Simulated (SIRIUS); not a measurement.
Wanted: an ASE script for a SIRIUS 7.12.0 run.

```
Task                                        : relaxation of cell and atoms
Functional                                  : PBE
Potentials or basis                         : PseudoDojo 0.4.1 PBE standard (scalar relativistic)
Cutoff                                      : 1054 eV
Density cutoff                              : 4214 eV
k mesh                                      : 6 × 6 × 6
Occupations                                 : fermi-dirac, width 0.05 eV
Spin                                        : no spin polarisation
Pressure                                    : 0
Libxc names                                 : ["XC_GGA_X_PBE", "XC_GGA_C_PBE"]
Energy tol                                  : 1e-08 Ha
Density tol                                 : 1e-06
Mixer                                       : anderson
Mixing beta                                 : 0.7
Max scf                                     : 100
Radial cutoff for the potentials' integrals : 6.5 bohr
Optimizer                                   : BFGS
Fmax                                        : 0.02 eV/Å
Max steps                                   : 30
Target pressure                             : 0 GPa
```

The structure of Au lies in Au.cif:

```cif
data_Au
_cell_length_a 2.87792460
_cell_length_b 2.87792460
_cell_length_c 2.87792460
_cell_angle_alpha 60.00000000
_cell_angle_beta 60.00000000
_cell_angle_gamma 60.00000000
_space_group_name_H-M_alt 'P1'
_space_group_name_Hall 'P 1'
_space_group_IT_number 1
loop_
_space_group_symop_operation_xyz
'x,y,z'
loop_
_atom_site_label
_atom_site_type_symbol
_atom_site_symmetry_multiplicity
_atom_site_Wyckoff_symbol
_atom_site_fract_x
_atom_site_fract_y
_atom_site_fract_z
_atom_site_occupancy
Au1 Au 1 a 0.0000000000 0.0000000000 0.0000000000 1
```

The input as run:

run.py

```python
import json, subprocess
import numpy as np
from ase import Atoms
from ase.io import read
from ase.calculators.calculator import Calculator, all_changes
from ase.units import Bohr, Hartree, GPa
from ase.optimize import BFGS
from ase.filters import FrechetCellFilter

class Sirius(Calculator):
    """Writes sirius.json, runs sirius.scf and reads out.json."""
    implemented_properties = ["energy", "free_energy", "forces", "stress", "magmom"]

    def __init__(self, config, files):
        super().__init__()
        self.config, self.files, self.calls = config, files, 0

    def calculate(self, atoms=None, properties=["energy"], system_changes=all_changes):
        super().calculate(atoms, properties, system_changes)
        symbols = atoms.get_chemical_symbols()
        types = list(dict.fromkeys(symbols))
        order = [i for t in types for i, s in enumerate(symbols) if s == t]
        frac = atoms.get_scaled_positions(wrap=False)
        m = atoms.get_initial_magnetic_moments()
        m = m if m.ndim == 2 else np.c_[0 * m, 0 * m, m]
        spin = self.config["parameters"]["num_mag_dims"] > 0
        rows = {t: [list(frac[i]) + (list(m[i]) if spin else []) for i in order if symbols[i] == t] for t in types}
        cell = {"lattice_vectors": (atoms.cell[:] / Bohr).tolist(), "atom_types": types, "atom_files": self.files, "atoms": rows}
        json.dump({**self.config, "unit_cell": cell}, open("sirius.json", "w"), indent=1)
        self.calls += 1
        with open(f"sirius_{self.calls:03d}.out", "w") as log:
            subprocess.run(["sirius.scf", "--input=sirius.json", "--output=out.json"], stdout=log, stderr=subprocess.STDOUT, check=True)
        gs = json.load(open("out.json"))["ground_state"]
        if not gs["converged"]:
            raise RuntimeError("SCF did not converge")
        self.results = {"energy": gs["energy"]["free"] * Hartree, "free_energy": gs["energy"]["free"] * Hartree}
        if "forces" in gs:
            f = np.zeros((len(atoms), 3))
            f[order] = np.array(gs["forces"]) * Hartree / Bohr
            self.results["forces"] = f
        if "stress" in gs:
            s = np.array(gs["stress"]) * Hartree / Bohr**3
            self.results["stress"] = s.flat[[0, 4, 8, 5, 2, 1]]
        if spin:
            self.results["magmom"] = gs["magnetisation"]["total"][2]

atoms = read("Au.cif")

config = {
    "control": {
        "processing_unit": 'cpu',
        "verbosity": 1,
        "print_forces": True,
        "print_stress": True,
    },
    "parameters": {
        "electronic_structure_method": 'pseudopotential',
        "xc_functionals": ['XC_GGA_X_PBE', 'XC_GGA_C_PBE'],
        "gk_cutoff": 8.8,
        "pw_cutoff": 17.6,
        "ngridk": [6, 6, 6],
        "shiftk": [0, 0, 0],
        "smearing": 'fermi_dirac',
        "smearing_width": 0.0018374661,
        "num_bands": 17,
        "num_mag_dims": 0,
        "num_dft_iter": 100,
        "energy_tol": 1e-08,
        "density_tol": 1e-06,
    },
    "iterative_solver": {
        "type": 'davidson',
        "min_tolerance": 1e-10,
    },
    "mixer": {
        "type": 'anderson',
        "beta": 0.7,
        "max_history": 8,
    },
    "settings": {
        "tol_ne": 1e-10,
        "pseudo_grid_cutoff": 6.5,
    },
}
dft = Sirius(config, {'Au': 'Au.json'})
atoms.calc = dft
results = {"symbols": atoms.get_chemical_symbols(), "cell": atoms.cell[:].tolist(), "frac": atoms.get_scaled_positions(wrap=False).tolist(), "steps": []}

def note():
    results["steps"].append({"energy": atoms.get_potential_energy(), "cell": atoms.cell[:].tolist(), "positions": atoms.positions.tolist(),
                             "forces": atoms.get_forces().tolist(), "stress": atoms.get_stress().tolist()})
    json.dump(results, open("results.json", "w"))

opt = BFGS(FrechetCellFilter(atoms, scalar_pressure=0.0 * GPa))
opt.attach(note)
results["converged"] = bool(opt.run(fmax=0.02, steps=30))
print("converged:", results["converged"])
print("cell parameters:", atoms.cell.cellpar().round(5))
print("volume per atom (A^3):", round(atoms.get_volume() / len(atoms), 4))
print(atoms.get_scaled_positions().round(6))
json.dump(results, open("results.json", "w"))
```

Potentials or basis: PseudoDojo 0.4.1 PBE standard (scalar relativistic).

Command:

```console
$ upf_to_json Au.upf
$ OMP_NUM_THREADS=1 python run.py
```

Results of the run:

* Relaxed volume: 18.04 Å³/atom
* Relaxed cell: a = 2.944 Å, b = 2.944 Å, c = 2.944 Å, α = 60.00°, β = 60.00°, γ = 60.00°
* Space group after relaxing (to 0.05 Å): Fm-3m (No. 225)
* Energy gained by relaxing: 40.4 meV/atom
* Ionic steps: 4
* Pressure after relaxing: 0.0 GPa
* Band gap on the k mesh: none (metal or under the smearing width)

Caveat: the k mesh is coarse (spacing up to 0.45 Å⁻¹), so the values aren't converged.

Wall time 48 s on 1 thread of Intel(R) Xeon(R) Platinum 8259CL CPU @ 2.50GHz (Skylake/Cascade Lake) (shared host), peak memory 0.17 GiB.
